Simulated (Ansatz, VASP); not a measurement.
CoH4 in VASP and in Ansatz

```
Co H
1.0
     3.29729    0.00000    0.00000
    -1.64865    2.85554    0.00000
     0.00000    0.00000    3.12098
Co H
1 4
Direct
  0.00000 0.00000 0.00000
  0.50000 0.00000 0.00000
  0.00000 0.50000 0.00000
  0.50000 0.50000 0.00000
  0.00000 0.00000 0.50000
```

Alike in both runs: functional PBE; k mesh 6 × 6 × 6; occupations gaussian, width 0.1 eV; collinear spin.

Ansatz relaxed the structure, and its values are those at the end. VASP's run is a single point on that final structure, the one shown.

|  | VASP | Ansatz |
| --- | --- | --- |
| version | VASP 6.6.1 | Ansatz 0.2.0 |
| potentials or method | VASP PAW PBE potentials, release 64 (Co, H) | scalar-relativistic, plane waves, PAW |
| plane-wave cutoff (eV) | 520 | 420 |
| valence electrons in the cell | 13 | 21 |

Ansatz gave:

* gap on the k mesh at the Fermi level (eV): none
* pressure (GPa): -0.1
* net moment per atom (μB): 0.00

Question: Estimate VASP's values.

Answer: gap on the k mesh at the Fermi level (eV): none; pressure (GPa): -0.4; net moment per atom (μB): 0.00.

A gap of «none» marks a metal or a gap that the smearing closes. The functional is the same, so the differences come from potentials, cutoffs and numerics. The two sets of potentials don't hold the same shells in valence. Ansatz warned: «seeded_moment_not_kept».

Caveats: the k mesh is coarse (spacing up to 0.37 Å⁻¹), so the values aren't converged.
